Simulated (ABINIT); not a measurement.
TaN, 2 atoms in the cell. It takes space group F-43m (No. 216, cubic). Conventional cell: a = 4.982 Å, b = 4.982 Å, c = 4.982 Å, α = 90.00°, β = 90.00°, γ = 90.00°. Around Ta (site symmetry -43m) lie 4 N at 2.16 Å. N (site symmetry -43m) has 4 Ta at 2.16 Å as nearest neighbours. The cell comes from a database or a generator and needn't be the stable form of this composition.

| Quantity | Value |
| --- | --- |
| Program | ABINIT 10.8.3 (patched build) |
| Task | single point |
| Functional | PBE |
| Potentials or basis | JTH PAW PBE v2.0 |
| Cutoff | 707 eV |
| k mesh | 9 × 9 × 9 |
| Occupations | fermi-dirac, width 0.05 eV |
| Spin | no spin polarisation |
| Fine-grid cutoff | 1306.15 eV |

Potentials or basis: JTH PAW PBE v2.0.

The run is started by

```sh
$ abinit run.abi > log 2>&1
```

Hardware: 1 thread of Arm Neoverse V2, with other jobs on the host.

Question: How long does it take, and how much memory?

Answer: It took 23 s on 1 thread of Arm Neoverse V2, on a shared host, peak memory 0.12 GiB. Counts: scf iterations 14, mpi ranks 1, k points 35, bands 13, plane waves 1337.
